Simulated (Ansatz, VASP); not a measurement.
## One calculation of GaN, two programs

File INCAR:

```
PREC = Accurate
ENCUT = 520
EDIFF = 1E-7
ISMEAR = -1
SIGMA = 0.02
LREAL = F
LASPH = T
NELM = 100
ALGO = Normal
ISIF = 2
LWAVE = F
LCHARG = F
GGA = PE
NBANDS = 26
```

Contents of KPOINTS:

```
Automatic mesh
0
Gamma
  12 12 6
```

POSCAR

```
GaN
1.0
    3.0239918940      0.0000000000      0.0000000000
   -1.5119959470      2.6188538011      0.0000000000
    0.0000000000      0.0000000000      4.9244438733
Ga N
2 2
Direct
    0.3333333333      0.6666666667     -0.0006931345
    0.6666666667      0.3333333333      0.4993068655
    0.3333333333      0.6666666667      0.3756931345
    0.6666666667      0.3333333333      0.8756931345
```

Input for Ansatz:

```yaml
crystal:
  lattice:
    - [3.023991894, 0.0, 0.0]
    - [-1.511995947, 2.6188538011, 0.0]
    - [0.0, 0.0, 4.9244438733]
  atoms:
    - { symbol: Ga, position: [0.3333333333, 0.6666666667, -0.0006931345] }
    - { symbol: Ga, position: [0.6666666667, 0.3333333333, 0.4993068655] }
    - { symbol: "N", position: [0.3333333333, 0.6666666667, 0.3756931345] }
    - { symbol: "N", position: [0.6666666667, 0.3333333333, 0.8756931345] }
kpoints:
  mp_grid: { grid: [12, 12, 6] }
  band_path:
    path:
      - [0.0, 0.0, 0.0]
      - [0.5, 0.0, 0.0]
      - [0.3333333333, 0.3333333333, 0.0]
      - [0.0, 0.0, 0.5]
      - [0.5, 0.0, 0.5]
      - [0.3333333333, 0.3333333333, 0.5]
    npoints: 1
hamiltonian:
  xc: pbe
scf:
  occupations: { method: fermi_dirac, width: 0.02 }
  n_extra_bands: 5
output:
  forces: true
  stress: true
  eigenvalues: true
```

Change from the starting cell: hydrostatic strain -5.0%.

Alike in both runs: task single point; functional PBE; k mesh 12 × 12 × 6; occupations fermi-dirac, width 0.02 eV; no spin polarisation.

```csv
,VASP,Ansatz
version,VASP 6.6.1,Ansatz 0.2.0
potentials or method,"VASP PAW PBE potentials, release 64 (Ga_d, N)","plane waves, PAW"
plane-wave cutoff (eV),520,420
valence electrons in the cell,36,36
```

```tsv
	VASP	Ansatz	Ansatz less VASP
gap on the k mesh at the Fermi level (eV)	2.97	2.95	-0.020
pressure (GPa)	48.3	48.6	+0.31
largest component of the traceless stress (GPa)	0.35	0.28	-0.068
rms of the force components (eV/Å)	0.005	0.004	-0.0002
```

Atom by atom the forces differ by 0.000 eV/Å (rms over components). The functional is the same, so the differences come from potentials, cutoffs and numerics.

Caveats: so large a pressure means that the cell lies far from this level's equilibrium, or that cutoff or potentials fall short (VASP). A k mesh can miss the band edges.
